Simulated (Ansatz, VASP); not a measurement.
# Cross-check of YSi2Ni2 between VASP and Ansatz

Wanted: the spread between two codes on one cell, functional and k mesh.

Main program and level: Ansatz 0.2.0; plane waves, with VASP 6.6.1 beside it; single point at LDA and relaxation of cell and atoms at r2SCAN with rVV10.

## Step 1: Set-up

The structure is tetragonal, space group I4/mmm (No. 139). The conventional cell has a = 3.959 Å, b = 3.959 Å, c = 9.550 Å, α = 90.00°, β = 90.00°, γ = 90.00°. Nearest to Y lie 10 Si at 3.06 to 3.53 Å and 8 Ni at 3.10 Å. Nearest to Si lie 4 Ni at 2.29 Å and 1 Si at 2.48 Å and 5 Y at 3.06 to 3.53 Å. Nearest to Ni lie 4 Si at 2.29 Å and 4 Ni at 2.80 Å and 4 Y at 3.10 Å. Farther neighbours are not listed.

## Step 2: Ansatz: single point, LDA

Ansatz runs on its default PAW (the set named soft_2) files.

With cell and atoms fixed, the geometry can't cause a difference; cores, projectors, grids and the points listed under the comparison can.

The input, input.yaml:

```yaml
crystal:
  lattice:
    - [-3.959, 3.959, 9.55]
    - [0.0, 0.0, 9.55]
    - [0.0, 3.959, 0.0]
  atoms:
    - { symbol: "Y", position: [0.0, 0.0, 0.0] }
    - { symbol: "Y", position: [0.5, 0.0, 0.0] }
    - { symbol: Si, position: [0.0, 0.37, 0.0] }
    - { symbol: Si, position: [0.5, 0.37, 0.0] }
    - { symbol: Si, position: [0.0, 0.63, 0.0] }
    - { symbol: Si, position: [0.5, 0.63, 0.0] }
    - { symbol: Ni, position: [0.0, 0.25, 0.5], spin: 1.0 }
    - { symbol: Ni, position: [0.5, 0.25, 0.5], spin: -1.0 }
    - { symbol: Ni, position: [0.5, 0.75, 0.5], spin: 1.0 }
    - { symbol: Ni, position: [0.0, 0.75, 0.5], spin: -1.0 }
hamiltonian:
  xc: lda
  pseudopotentials: { kind: paw }
magnetization:
  spin_polarized: true
kpoints:
  mp_grid: { grid: [8, 8, 8] }
scf:
  occupations: { method: fermi_dirac, width: 0.05 }
  n_extra_bands: 10
output:
  forces: true
  stress: true
  eigenvalues: true
  write_density: true
  write_potential: true
  elf: true
  volumetric_format: npy
```

Run with:

```sh
$ ansatz run input.yaml --threads 4 --pin off --max-ram 9216MiB --backend cpu --events-out ev --progress --plain --runs-dir out
```

Numbers of over 12 decimals in the logs are rounded to 6 here.

Log:

```text
scf.n_extra_bands = 10 over 55 filled bands (N_el = 110.0): the run solves 65 bands
Engine: ansatz 0.2.0, aarch64-unknown-linux-gnu
Pseudopotentials: kind: paw
Pseudopotential: Y, paw, valence charge 11, recommended cutoff 420 eV (normal), Y.paw.azcp
Pseudopotential: Si, paw, valence charge 4, recommended cutoff 420 eV (normal), Si.paw.azcp
Pseudopotential: Ni, paw, valence charge 18, recommended cutoff 420 eV (normal), Ni.paw.azcp
Functional definition: SPW92
  exchange = slater_x
  correlation = pw_c
Crystal: 10 atoms, lattice volume = 149.684 Å³
Basis set: ecut = 420 eV, 2975 PW (Γ)
Bands: 65, of which v1, the nominal top of the filled ones, is band 55 counted from 1 (54 counted from 0)
Symmetry: 16 space group operations
Space group: P4/nmm (ITA 129), of the structure as read, at distance tolerance 5.3e-5 Å
Magnetic group: BNS 129.422 (UNI 1082), of the structure as read, at distance tolerance 5.3e-5 Å
k-points: 75 of 512
Non-local potential: Y, projectors of the file, l = 0: 3, l = 1: 2, l = 2: 2, l = 3: 1
Non-local potential: Si, projectors of the file, l = 0: 2, l = 1: 2, l = 2: 2
Non-local potential: Ni, projectors of the file, l = 0: 3, l = 1: 2, l = 2: 3, l = 3: 1
PAW form: soft (Blöchl's): semilocal exchange-correlation on the pseudo side does not see the compensation charge
PAW frozen core: Y, regenerated for the run's functional, and the local potential with it (the file was generated under x = pbe(κ = 0.804, μ = 0.219515), c = pbe(β = 0.066725))
PAW frozen core: Si, regenerated for the run's functional, and the local potential with it (the file was generated under x = pbe(κ = 0.804, μ = 0.219515), c = pbe(β = 0.066725))
PAW frozen core: Ni, regenerated for the run's functional, and the local potential with it (the file was generated under x = pbe(κ = 0.804, μ = 0.219515), c = pbe(β = 0.066725))
PAW one-centre angular grid: Y, 590 points (default); XC on 64 Gauss nodes
PAW one-centre angular grid: Si, 110 points (default); XC on 64 Gauss nodes
PAW one-centre angular grid: Ni, 590 points (default); XC on 64 Gauss nodes
Initial density: superposition of atomic densities (chi_scale 0.1, normalization cell, long waves kept (reshape's long-wave potential 0.00 eV rms))
Starting moments: Σ|m| = 4 μB on 4 of 10 sites
Starting magnetic order: antiferromagnet; a translation exchanges its spin sublattices: spin-degenerate at every k-point
Initial wavefunctions: pseudopotential atomic-orbital guess
Functional: x = slater, c = lda
the translation (0.5, 0, 0) carries every atom to within crystal.symmetry.tolerance of an atom of its element with the starting moment reversed, but both spin channels are solved: the dense FFT box has an odd point count along it
SCF iter   1: F=—  HF=-33030.317008 eV  |F-HF|=—  |Δ(HF+E_count)|=         —  Δρ=7.86e-2 (↑7.86e-2 ↓7.86e-2)  dr2=2.37e1  dr2_m=8.69e-1  M=0.000 μB ∫|m|=2.707 μB  β_m=0.30  ethr=3.10e-3  ⟨swp⟩=6.0  Hψ=35903  notcnv=0  defer=16
Mixer restart at iter 1: flushing history
preconditioner: auto → Kerker (q_TF=auto, 2.592 Å⁻¹)  [metal: Δε(μ)=0.022 eV  Ē_g=8.786 eV  σ=0.050 eV  W_gap=0.11  n_scr=46 (ndim 8)  ℏωp=26.1 eV  f_vac=0.000  D(μ)=5.70/eV (n_scr^D=54)]
spin=Collinear: Kerker preconditioning applied to the charge; magnetization (m = ρ↑ − ρ↓) channel mixes plain (no charge-response kernel on spin).
SCF iter   2: F=—  HF=-33021.198008 eV  |F-HF|=—  |Δ(HF+E_count)|=    9.12e0  Δρ=5.37e-2 (↑5.37e-2 ↓5.37e-2)  dr2=1.96e0  dr2_m=3.17e0  M=-0.001 μB ∫|m|=1.084 μB  β_m=0.28  ethr=3.10e-3  ⟨swp⟩=3.3  Hψ=21686  notcnv=0  defer=302
SCF iter   3: F=—  HF=-33023.536106 eV  |F-HF|=—  |Δ(HF+E_count)|=    2.34e0  Δρ=4.30e-2 (↑4.30e-2 ↓4.30e-2)  dr2=5.70e-1  dr2_m=2.37e0  M=-0.000 μB ∫|m|=0.908 μB  β_m=0.18  ethr=1.78e-3  ⟨swp⟩=2.0  Hψ=16050  notcnv=0  defer=370
SCF iter   4: F=—  HF=-33025.725523 eV  |F-HF|=—  |Δ(HF+E_count)|=    2.19e0  Δρ=3.48e-2 (↑3.48e-2 ↓3.48e-2)  dr2=5.38e-1  dr2_m=1.54e0  M=0.000 μB ∫|m|=0.541 μB  β_m=0.29  ethr=5.18e-4  ⟨swp⟩=3.0  Hψ=15172  notcnv=0  defer=372
SCF iter   5: F=—  HF=-33027.929737 eV  |F-HF|=—  |Δ(HF+E_count)|=    2.20e0  Δρ=1.73e-2 (↑1.73e-2 ↓1.72e-2)  dr2=1.43e-1  dr2_m=3.59e-1  M=0.000 μB ∫|m|=0.221 μB  β_m=0.81  ethr=4.89e-4  ⟨swp⟩=3.0  Hψ=17968  notcnv=0  defer=378
SCF iter   6: F=—  HF=-33028.489375 eV  |F-HF|=—  |Δ(HF+E_count)|=   5.60e-1  Δρ=1.34e-2 (↑1.34e-2 ↓1.31e-2)  dr2=2.07e-1  dr2_m=1.67e-1  M=0.000 μB ∫|m|=0.151 μB  β_m=0.90  ethr=1.30e-4  ⟨swp⟩=3.8  Hψ=19037  notcnv=0  defer=382
SCF iter   7: F=—  HF=-33028.534201 eV  |F-HF|=—  |Δ(HF+E_count)|=   4.48e-2  Δρ=4.37e-3 (↑4.09e-3 ↓4.37e-3)  dr2=9.53e-2  dr2_m=1.07e-3  M=0.000 μB ∫|m|=0.016 μB  β_m=0.95  ethr=1.30e-4  ⟨swp⟩=3.0  Hψ=17616  notcnv=0  defer=374
SCF iter   8: F=—  HF=-33028.537479 eV  |F-HF|=—  |Δ(HF+E_count)|=   3.28e-3  Δρ=6.78e-3 (↑3.72e-3 ↓6.78e-3)  dr2=1.24e-1  dr2_m=7.31e-3  M=-0.001 μB ∫|m|=0.035 μB  β_m=0.61  ethr=8.66e-5  ⟨swp⟩=2.0  Hψ=13978  notcnv=0  defer=374
SCF iter   9: F=—  HF=-33028.523979 eV  |F-HF|=—  |Δ(HF+E_count)|=   1.35e-2  Δρ=4.11e-3 (↑3.29e-3 ↓4.11e-3)  dr2=6.90e-3  dr2_m=1.75e-2  M=-0.000 μB ∫|m|=0.049 μB  β_m=0.52  ethr=8.66e-5  ⟨swp⟩=2.0  Hψ=13873  notcnv=0  defer=374
SCF iter  10: F=—  HF=-33028.523778 eV  |F-HF|=—  |Δ(HF+E_count)|=   2.02e-4  Δρ=1.10e-3 (↑9.84e-4 ↓1.10e-3)  dr2=5.15e-4  dr2_m=1.35e-3  M=-0.000 μB ∫|m|=0.013 μB  β_m=0.76  ethr=6.28e-6  ⟨swp⟩=2.0  Hψ=13646  notcnv=0  defer=374
SCF iter  11: F=—  HF=-33028.523593 eV  |F-HF|=—  |Δ(HF+E_count)|=   1.84e-4  Δρ=7.07e-5 (↑7.07e-5 ↓6.15e-5)  dr2=2.28e-5  dr2_m=7.44e-7  M=0.000 μB ∫|m|=0.000 μB  β_m=0.88  ethr=4.68e-7  ⟨swp⟩=2.0  Hψ=13924  notcnv=0  defer=374
SCF iter  12: F=—  HF=-33028.523605 eV  |F-HF|=—  |Δ(HF+E_count)|=   1.14e-5  Δρ=4.58e-5 (↑2.02e-5 ↓4.58e-5)  dr2=4.00e-6  dr2_m=9.16e-7  M=-0.000 μB ∫|m|=0.000 μB  β_m=0.85  ethr=2.07e-8  ⟨swp⟩=2.0  Hψ=13570  notcnv=0  defer=374
SCF iter  13: F=—  HF=-33028.523606 eV  |F-HF|=—  |Δ(HF+E_count)|=   1.71e-6  Δρ=2.62e-5 (↑2.62e-5 ↓2.62e-5)  dr2=3.47e-6  dr2_m=2.48e-9  M=-0.000 μB ∫|m|=0.000 μB  β_m=0.84  ethr=3.64e-9  ⟨swp⟩=2.0  Hψ=15247  notcnv=0  defer=374
SCF iter  14: F=—  HF=-33028.523606 eV  |F-HF|=—  |Δ(HF+E_count)|=   4.58e-8  Δρ=5.38e-6 (↑5.30e-6 ↓5.38e-6)  dr2=2.05e-7  dr2_m=2.92e-11  M=-0.000 μB ∫|m|=0.000 μB  β_m=0.92  ethr=3.15e-9  ⟨swp⟩=2.0  Hψ=13206  notcnv=0  defer=374
SCF iter  15: F=—  HF=-33028.523606 eV  |F-HF|=—  |Δ(HF+E_count)|=   3.38e-9  Δρ=1.57e-6 (↑1.57e-6 ↓1.53e-6)  dr2=2.09e-8  dr2_m=4.38e-12  M=0.000 μB ∫|m|=0.000 μB  β_m=0.76  ethr=1.87e-10  ⟨swp⟩=1.5  Hψ=10121  notcnv=0  defer=374
SCF iter  16: F=—  HF=-33028.523606 eV  |F-HF|=—  |Δ(HF+E_count)|=   3.13e-9  Δρ=3.81e-6 (↑3.78e-6 ↓3.81e-6)  dr2=1.20e-7  dr2_m=1.26e-12  M=0.000 μB ∫|m|=0.000 μB  β_m=0.88  ethr=1.90e-11  ⟨swp⟩=2.0  Hψ=13296  notcnv=0  defer=374
SCF iter  17: F=-33028.523606 eV  HF=-33028.523606 eV  |F-HF|=1.44e-8  |Δ(HF+E_count)|=   3.67e-9  Δρ=1.27e-6 (↑1.27e-6 ↓1.27e-6)  dr2=1.50e-8  dr2_m=5.42e-13  M=0.000 μB ∫|m|=0.000 μB  ethr=1.90e-11  ⟨swp⟩=11.8  Hψ=58453  notcnv=0
SCF 1 converged in 17 iterations: F = -33028.523606 eV  dr2 = 1.50e-8
  greatest PAW one-centre occupation: 1.002 electrons in one spin orbital (limit 2), on the Ni atom at site 8 (counted from 0), in its partial waves of l = 1
WARN: the starting moments were not kept: the SCF closed with an absolute magnetisation of 6.1e-7 μB, where they sum to 4 μB in size (4 sites). That is at most 0.1 of that sum. Measured as dr2_m measures the in/out step, that magnetisation stands 7.9e-14 eV from none, at or under the dr2_threshold of 1.0e-7 eV: it is no larger than a step whose dr2_m would equal this threshold. The system may hold no moment; this SCF [...]
SCF converged after 17 iterations
Magnetization: 0.0000 μB (55.0000 up, 55.0000 down)
Absolute magnetization: 0.0000 μB (∫|ρ↑−ρ↓|, with the PAW one-centre terms)
Spin contamination: 0.0000 ħ² per cell (⟨S²⟩ above its minimum at these occupations)
Per-site moments (μB) at R_I (Å): [(8.118174587268216e-9, 1.263231), (8.118174739320424e-9, 1.263231), (-5.5107921162171195e-9, 0.943511), (-1.1073074108970813e-8, 0.943511), (-1.1073074102840642e-8, 0.943511), (-5.510792122680898e-9, 0.943511), (1.5597322247470956e-8, 0.943511), (6.820367843772714e-8, 0.943511), (1.5597322378102684e-8, 0.943511), (6.82036781479583e-8, 0.943511)]
Free energy (F): -33028.523606 eV
Harris-Foulkes:  -33028.523606 eV  (|F-HF|=1.44e-8)
Internal energy: -33028.467141 eV  (E = F + TS)
E sigma→0 (E₀):  -33028.495373 eV
Entropy (-TS):   -0.056466 eV (-5.647 meV/atom)
Fermi energy:    13.034437 eV
--- Per-component energies (eV) ---
  E_band       = -1540.228675
  E_kinetic    = 1926.008870
  E_local      = -20504.984315  (includes V_loc(G=0)·N_el)
  E_nonlocal   = 2766.998111
  E_hartree    = 8771.513527
  E_xc         = -911.297567
  E_vxc        = -1037.122304  (∫ρ·V_xc dr)
  E_paw        = -13649.161101  (= ΣΔE_a)
  E_vpaw       = -2234.153909  (= ΣTr[D̂ρ^β])
  E_aug_tail   = 0.001620  (compensation charges beyond the density's cutoff)
  E_ewald      = -11430.279262
  E_core_change = 2.732976  (= ΣΔE_core)
  E_smearing   = -0.056466  (= −TS)
  E_closure    = -0.000000  (closes the sum)
  Σ components = -33028.523606   (vs F -33028.523606, Δ=0.00e0)
--- Forces (eV/Å), atoms counted from 1 ---
  atom   1  Y     -0.00000000    -0.00000000    -0.00007116
  atom   2  Y      0.00000000    -0.00000000     0.00007116
  atom   3  Si     0.00000000    -0.00000000     0.06286884
  atom   4  Si     0.00000000    -0.00000000     0.06284145
  atom   5  Si     0.00000000    -0.00000000    -0.06284145
  atom   6  Si     0.00000000    -0.00000000    -0.06286884
  atom   7  Ni    -0.00000000     0.00000000     0.00000000
  atom   8  Ni    -0.00000000    -0.00000000     0.00000000
  atom   9  Ni     0.00000000     0.00000000     0.00000000
  atom  10  Ni    -0.00000000     0.00000000     0.00000000
  max |Σ_I F_I| component: 2.34e-17 eV/Å
--- Stress (GPa, compression-positive) ---
       -7.324065       0.000000      -0.000000
        0.000000      -7.324065      -0.000000
       -0.000000       0.000000      -7.895979
  P = ⅓ Tr σ = -7.5147 GPa (-75.147 kbar)
--- Band table (eV; the first three rows and the last of 150) ---
  k-point 0 ↑: bands = [... 51 lower, 12.1684, 12.1684, 12.5915, 13.4817, 13.5006, 15.0169, 15.0169, 15.9117, ... 6 higher]
  k-point 1 ↑: bands = [... 51 lower, 12.4189, 12.4578, 12.4689, 13.6996, 13.9756, 14.3411, 14.9775, 15.0011, ... 6 higher]
  k-point 2 ↑: bands = [... 51 lower, 12.1564, 12.5008, 12.5540, 13.0231, 13.0279, 13.5759, 14.4746, 15.4416, ... 6 higher]
  k-point 74 ↓: bands = [... 51 lower, 11.5960, 11.5960, 11.5960, 12.5327, 12.5327, 12.5327, 12.5327, 15.4351, ... 6 higher]
```

Run time: 4.4 min. Hardware: 4 threads of Arm Neoverse N1, shared host; peak memory 1.8 GiB.

The run ends at a pressure of -7.51 GPa, with forces up to 0.063 eV/Å.

(Part 1 of 3 ends here.)

[Lines on the potential files, build, host, timing and source positions are cut from VASP's logs without a mark.]

[Logs are printed without paths, hosts, clocks, repeated set-up lines and the standing remarks that a program may print on its own settings, such as how far it seeks lower states.]

[Hosts, paths, dates, database ids (printed as entryN), source tags and the programs' standing remarks are cut or masked in the printed files.]
